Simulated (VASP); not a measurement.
# Te2Mo in VASP: further runs, part 2 of 2

VASP 6.6.1. The steps go on from the part before.

## 3. Single point, PBE0

POSCAR

```
Te2Mo
1.0
    3.5602328140      0.0000000000      0.0000000000
   -1.7801164070      3.0832520603      0.0000000000
    0.0000000000      0.0000000000     17.5240578200
Te Mo
2 1
Direct
    0.3333333333      0.6666666667      0.1021445500
    0.3333333333      0.6666666667      0.8978554500
    0.0000000000      0.0000000000      0.0000000000
```

INCAR.step1

```
PREC = Accurate
ENCUT = 250
EDIFF = 1E-5
ISMEAR = 0
SIGMA = 0.01
LREAL = F
LASPH = T
NELM = 100
ALGO = Normal
ISIF = 2
LWAVE = T
NBANDS = 21
NKRED = 1
GGA = PE
```

INCAR.step2

```
PREC = Accurate
ENCUT = 250
EDIFF = 1E-6
ISMEAR = 0
SIGMA = 0.01
LREAL = F
LASPH = T
NELM = 100
ALGO = Normal
ISIF = 2
LWAVE = F
LCHARG = F
GGA = PE
LHFCALC = T
AEXX = 0.25
PRECFOCK = Fast
NBANDS = 21
NKRED = 1
ISTART = 1
```

KPOINTS

```
regular mesh
0
Gamma
  3 3 1
```

Potentials or basis: VASP PAW PBE potentials, release 64 (Te, Mo_sv).

Started as:

```sh
cat potpaw_PBE.64/Te/POTCAR potpaw_PBE.64/Mo_sv/POTCAR > POTCAR
cp INCAR.step1 INCAR
mpirun -np 1 vasp_std > vasp.out
cp INCAR.step2 INCAR
mpirun -np 1 vasp_std > vasp.out
```

OUTCAR:

```text
PREC = Accurate
   ENCUT = 250
   EDIFF = 1E-6
   ISMEAR = 0
   LREAL = F
   LASPH = T
   NELM = 100
   ISIF = 2
   GGA = PE
   LHFCALC = T
   AEXX = 0.25
   PRECFOCK = Fast
   NKRED = 1
   ISTART = 1

 Found      3 irreducible k-points:

 Following reciprocal coordinates:
            Coordinates               Weight
  0.000000  0.000000  0.000000      1.000000
  0.333333  0.000000  0.000000      6.000000
  0.333333  0.333333  0.000000      2.000000
   k-points           NKPTS =      3   k-points in BZ     NKDIM =      9   number of bands    NBANDS=     21
   number of dos      NEDOS =    301   number of ions     NIONS =      3
   total plane-waves  NPLWV =  29160
   dimension x,y,z NGX =    18 NGY =   18 NGZ =   90
   dimension x,y,z NGXF=    36 NGYF=   36 NGZF=  180
   ions per type =               2   1
   NGX,Y,Z   is equivalent  to a cutoff of   8.41,  8.41,  8.54 a.u.
   NGXF,Y,Z  is equivalent  to a cutoff of  16.81, 16.81, 17.08 a.u.
 SYSTEM =  unknown system
   PREC   = accura    normal or accurate (medium, high low for compatibility)
   ISTART =      1    job   : 0-new  1-cont  2-samecut
   ICHARG =      0    charge: 1-file 2-atom 10-const
   ISPIN  =      1    spin polarized calculation?
   LNONCOLLINEAR =      F non collinear calculations
   LSORBIT =      F    spin-orbit coupling
   LASPH  =      T    aspherical Exc in radial PAW
   ENCUT  =  250.0 eV  18.37 Ry    4.29 a.u.   4.59  4.59 22.59*2*pi/ulx,y,z
   NELM   =    100;   NELMIN=  2; NELMDL=  0     # of ELM steps
   EDIFF  = 0.1E-05   stopping-criterion for ELM
   LREAL  =      F    real-space projection
   EDIFFG = 0.1E-04   stopping-criterion for IOM
   NSW    =      0    number of steps for IOM
   IBRION =     -1    ionic relax: 0-MD 1-quasi-New 2-CG
   NFREE  =      0    steps in history (QN), initial steepest desc. (CG)
   ISIF   =      2    stress and relaxation
   ISYM   =      3    0-nonsym 1-usesym 2-fastsym
   POTIM  = 0.5000    time-step for ionic-motion
   TEBEG  =    0.0;   TEEND  =   0.0 temperature during run
   PSTRESS=    0.0 pullay stress
   NELECT =      26.0000    total number of electrons
   NUPDOWN=      -1.0000    fix difference up-down
   EMIN   =  10.00;   EMAX   =-10.00  energy-range for DOS
   EFERMI =   0.00;   METHOD = LEGACY
   ISMEAR =     0;   SIGMA  =   0.01  broadening in eV -4-tet -1-fermi 0-gaus
   EFERMI_NEDOS =   21; number of points for ismear=-14 and -15
   IALGO  =     38    algorithm
   IMIX   =      1    mixing-type and parameters
     AMIX     =   0.40;   BMIX     =  1.00
     AMIX_MAG =   1.60;   BMIX_MAG =  1.00
  volume/ion in A,a.u.               =      64.12       432.71
  Fermi-wavevector in a.u.,A,eV,Ry     =   0.840153  1.587660  9.603777  0.705858
  Thomas-Fermi vector in A             =   1.954489
   LORBIT       =      0    0 simple, 1 ext, 2 COOP (PROOUT), +10 PAW based schemes
   GGA     = PE    functional components
   LHFCALC =     T    Hartree Fock is set to
   PRECFOCK=fast      Normal, Fast or Accurate (Low or Medium for compatibility)
   ENCUT4O =  -1.0   cutoff for four orbital integrals eV
   NKREDX  =     1    reduce k-point grid by
   NKREDY  =     1    reduce k-point grid by
   NKREDZ  =     1    reduce k-point grid by
   AEXX    =    0.2500 exact exchange contribution
   HFSCREEN=    0.0000 screening length (either q_TF or 0.3 A-1)
   HFSCREENC=   0.0000 screening length for correlation (either q_TF or 0.3 A-1)
   ENCUTFOCK=  -1.0 apply spherical cutoff to Coloumb kernel
   IVDW    =     0    specifies the selected vdW correction
   LEPSILON=     F    determine dielectric tensor
   LRPA    =     F    only Hartree local field effects (RPA)
 non-spin polarized calculation
 Gauss-broadening in eV      SIGMA  =   0.01
  energy-cutoff  :      250.00
  volume of cell :      192.36
 maximum number of plane-waves:      1736
 NGX is ok and might be reduce to    18
  NGX = 12; NGY = 12; NGZ = 60

 number of electron      25.9999996 magnetization

 Free energy of the ion-electron system (eV)
  ---------------------------------------------------
  ext. energy  EPLUGINS =         0.00000000
  ---------------------------------------------------
  free energy    TOTEN  =       -24.25904859 eV

  energy without entropy =      -24.25904859  energy(sigma->0) =      -24.25904859

 E-fermi :  -0.4118     XC(G=0):  -3.7240

 val. band max:       -0.5159428543   @ k =   0.3333   0.3333   0.0000
 cond. band min:       1.8601043036   @ k =   0.3333   0.3333   0.0000
 fundamental gap:      2.3760471580
 Fermi energy:        -0.4118455070

 k-point     1 :       0.0000    0.0000    0.0000
  band No.  band energies     occupation
      1     -65.1663      2.00000
      2     -37.9964      2.00000
      3     -37.7598      2.00000
      4     -37.7596      2.00000
      5     -14.4803      2.00000
      6     -13.3894      2.00000
[... 46 lines left out ...]
      5     -12.0071      2.00000
      6     -11.7430      2.00000
[... 13 lines left out ...]
     20       8.1592      0.00000
     21       9.1573      0.00000

------------------------ aborting loop because EDIFF is reached ----------------------------------------

  FORCE on cell =-STRESS in cart. coord.  units (eV):
  Direction    XX          YY          ZZ          XY          YZ          ZX
  --------------------------------------------------------------------------------------
  -------------------------------------------------------------------------------------
  Total       -2.4229232     -2.4229232     -2.3928743      0.0000000      0.0000000      0.0000000
  in kB      -20.1803233    -20.1803233    -19.9300484      0.0000000      0.0000000      0.0000000
  external PRESSURE =     -20.0968983 kB  Pullay stress =       0.0000000 kB

 VOLUME and BASIS-vectors are now :
 -----------------------------------------------------------------------------
  energy-cutoff  :      250.00
  volume of cell :      192.36
      direct lattice vectors                 reciprocal lattice vectors
     3.560232814  0.000000000  0.000000000     0.280880508  0.162166437  0.000000000
    -1.780116407  3.083252060  0.000000000     0.000000000  0.324332873  0.000000000
     0.000000000  0.000000000 17.524057820     0.000000000  0.000000000  0.057064409

 POSITION                                       TOTAL-FORCE (eV/Angst)
 -----------------------------------------------------------------------------------
     -0.00000      2.05550      1.78999        -0.000000      0.000000     -0.460099
     -0.00000      2.05550     15.73407        -0.000000     -0.000000      0.460099
      0.00000      0.00000      0.00000         0.000000      0.000000      0.000000
 -----------------------------------------------------------------------------------
    total drift:                               -0.000050      0.000025      0.000000

  FREE ENERGIE OF THE ION-ELECTRON SYSTEM (eV)
  ---------------------------------------------------
  free  energy   TOTEN  =       -24.2590485930 eV

  energy  without entropy=      -24.2590485930  energy(sigma->0) =      -24.25904859
```

OUTCAR.step1:

```text
PREC = Accurate
   ENCUT = 250
   EDIFF = 1E-5
   ISMEAR = 0
   LREAL = F
[... 181 lines left out ...]
     -0.00000      2.05550      1.78999        -0.000000      0.000000      0.071532
     -0.00000      2.05550     15.73407        -0.000000      0.000000     -0.071532
      0.00000      0.00000      0.00000         0.000000      0.000000     -0.000000
 -----------------------------------------------------------------------------------
    total drift:                                0.000001     -0.000001     -0.000000

  FREE ENERGIE OF THE ION-ELECTRON SYSTEM (eV)
  ---------------------------------------------------
  free  energy   TOTEN  =       -18.1300564050 eV

  energy  without entropy=      -18.1300564050  energy(sigma->0) =      -18.13005641
```

Wall time 23 s (1 thread of Intel Xeon 6975P-C (Granite Rapids), shared host); peak memory 0.17 GiB.

The run converged, but some of its settings lie outside the range that counts as converged, so its numbers aren't taken as properties of the slab.

What came out:

```
Free energy            : -24.2590 eV
Largest force          : 0.460 eV/Å
Band gap on the k mesh : 2.38 eV, direct
```

Caveat: the k mesh is coarse (spacing up to 0.68 Å⁻¹), so the values aren't converged, least of all with exact exchange; the cutoff is under 1.25 times the usual one of these potentials, so pressure, stress and relaxed cells hold a basis-set (Pulay) error; the PAW data sets were made with another functional, which shifts forces and pressure a little; spin-orbit coupling is left out, which moves the levels of the heavy elements.

## 4. For comparison

An earlier run on the cell as given: functional PBE; potentials or basis VASP PAW PBE potentials, release 64 (Te, Mo_sv); cutoff 520 eV; k mesh 9 × 9 × 2; occupations fermi-dirac, width 0.05 eV; no spin polarisation.

- Largest force: 0.231 eV/Å
- Band gap on the k mesh: 1.05 eV, direct
